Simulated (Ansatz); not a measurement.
**From the elastic tensor of LiBr at 15 GPa (stress–strain coefficients) to moduli and sound speeds**

These are results of DFT PBEsol, scalar-relativistic, plane waves, PAW (Ansatz 0.2.0), not measurements. Cutoff 420 eV, 8×8×8 k-points (Γ-centred), fixed occupations. No spin polarisation.

Symmetry: Fm-3m, No. 225, cubic system. Conventional cell: a = 4.927 Å, b = 4.927 Å, c = 4.927 Å, α = 90.00°, β = 90.00°, γ = 90.00°. Around Li (site symmetry m-3m) lie 6 Br at 2.46 Å. Br (site symmetry m-3m) has 6 Li at 2.46 Å as nearest neighbours.

Relaxed-ion constants (GPa, on the Cartesian axes of the calculation):
```
175.2  41.7  41.7   0.0   0.0   0.0
 41.7 175.2  41.7   0.0   0.0   0.0
 41.7  41.7 175.2   0.0   0.0   0.0
  0.0   0.0   0.0  35.6   0.0   0.0
  0.0   0.0   0.0   0.0  35.6   0.0
  0.0   0.0   0.0   0.0   0.0  35.6
```

Density 4.822 g/cm³; 2 atoms in 29.91 Å³.

The values that follow are for a polycrystal of randomly turned grains, by Hill's mean where one number stands.

With S = C⁻¹: B_V = (C11+C22+C33+2(C12+C13+C23))/9, G_V = (C11+C22+C33−C12−C13−C23+3(C44+C55+C66))/15, 1/B_R = S11+S22+S33+2(S12+S13+S23), 15/G_R = 4(S11+S22+S33−S12−S13−S23)+3(S44+S55+S66); Hill is their mean. Then v_l = √((B+4G/3)/ρ), v_t = √(G/ρ), v_m = [(2/v_t³+1/v_l³)/3]^(−1/3) and Θ = (ħ/k_B)·v_m·(6π²n/V)^(1/3) for n atoms in the volume V; E = 9BG/(3B+G), ν = (3B−2G)/(2(3B+G)) and A^U = 5G_V/G_R + B_V/B_R − 6.

- Bulk modulus, Voigt / Reuss / Hill: 86.2 / 86.2 / 86.2 GPa
- Shear modulus, Voigt / Reuss / Hill: 48.1 / 43.8 / 45.9 GPa
- Young's modulus: 117 GPa
- Poisson ratio: 0.274
- Pugh ratio B/G: 1.88
- Universal anisotropy index: 0.49
- Longitudinal and transverse sound speeds: 5530 and 3086 m/s
- Debye temperature from the mean sound speed: 415 K